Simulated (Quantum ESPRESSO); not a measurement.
**Rh in Quantum ESPRESSO: the effect of functional**

Rh:

```xyz
1
Lattice="0.0000 1.8979 1.8979 1.8979 0.0000 1.8979 1.8979 1.8979 0.0000" Properties=species:S:1:pos:R:3 pbc="T T T"
Rh    0.0000    0.0000    0.0000
```

Alike in all runs:

| Property | Result |
| --- | --- |
| Program | Quantum ESPRESSO 7.5 |
| Task | phonon dispersion |
| Cutoff | 612 eV |
| Density cutoff | 4898 eV |
| k mesh | 10 × 10 × 10 |
| Occupations | cold, width 0.2 eV |
| Spin | no spin polarisation |

Each run relaxes the cell or the atoms first.

```tsv
functional	potentials or basis	relaxed volume (Å³/atom)	highest phonon frequency (cm⁻¹)
LDA	GBRV 1.5 LDA	13.27	264
PBE	GBRV 1.5 PBE	?	?
PBEsol	GBRV 1.5 PBEsol	13.53	256
```

Task: What does the run with functional PBE give?

Result: Relaxed volume 14.07 Å³/atom; highest phonon frequency 240 cm⁻¹.

Caveats: the mesh is thin for the phonons of a metal.
